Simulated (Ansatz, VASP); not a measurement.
## Two plane-wave programs on Be2C

```
Be C
1.0
     0.00000    2.13365    2.13365
     2.13365    0.00000    2.13365
     2.13365    2.13365    0.00000
Be C
2 1
Direct
  0.25000 0.25000 0.25000
  0.75000 0.75000 0.75000
  0.00000 0.00000 0.00000
```

Alike in both runs: functional LDA; k mesh 8 × 8 × 8; occupations gaussian, width 0.1 eV; no spin polarisation.

Ansatz relaxed the structure, and its values are those at the end. VASP's run is a single point on that final structure, the one shown.

|  | VASP | Ansatz |
| --- | --- | --- |
| version | VASP 6.6.1 | Ansatz 0.2.0 |
| potentials or method | VASP PAW LDA potentials, release 64 (Be, C) | scalar-relativistic, plane waves, PAW |
| plane-wave cutoff (eV) | 520 | 420 |
| valence electrons in the cell | 8 | 8 |

|  | VASP | Ansatz | Ansatz less VASP |
| --- | --- | --- | --- |
| gap on the k mesh at the Fermi level (eV) | 1.20 | 1.20 | +0.007 |
| least direct gap on the mesh (eV) | 4.10 | 4.11 | +0.005 |
| pressure (GPa) | 0.8 | 0.2 | -0.63 |

A k mesh can miss the band edges. Expect the measured gap to be larger: semilocal functionals such as LDA lack the derivative discontinuity.
